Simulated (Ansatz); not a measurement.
The system is La2O3.

```
La O
1.0
     3.93078    0.00000    0.00000
    -1.96539    3.40415    0.00000
     0.00000    0.00000    6.11195
La O
2 3
Direct
  0.33333 0.66667 0.24624
  0.66667 0.33333 0.75376
  0.00000 0.00000 0.00000
  0.33333 0.66667 0.64589
  0.66667 0.33333 0.35411
```

The cell is a database's computed one.

Base run:

| Item | Value |
| --- | --- |
| Program | Ansatz 0.2.0 |
| Functional | RPBE |
| Potentials or basis | Ansatz PAW |
| Cutoff | 420 eV (not typed: the program's choice for these potentials) |
| k mesh | 8 × 8 × 5 |
| Occupations | fermi-dirac, width 0.05 eV |
| Spin | no spin polarisation |

Its results: band gap on the k mesh 3.95 eV, indirect (least direct gap 4.16 eV); pressure 5.0 GPa; largest force 0.056 eV/Å.

The run is repeated on the same cell with these changes: functional from RPBE to PBE; cutoff from 420 eV (not typed: the program's choice for these potentials) to 600 eV. What comes out?

Band gap on the k mesh 3.87 eV, indirect (least direct gap 4.06 eV); pressure 1.9 GPa; largest force 0.015 eV/Å.

PBE binds more tightly than RPBE, so the same cell stands under less pressure.

Caveats: spin-orbit coupling is left out, which moves the levels of the heavy elements; the PAW data sets come from PBE, with cores solved anew for the run's functional, which leaves a small shift of forces and pressure (some runs); odd divisions of the mesh miss points on the zone boundary, where band edges often lie, so the gap on the mesh can be too wide (some runs).

A k mesh can miss the band edges.
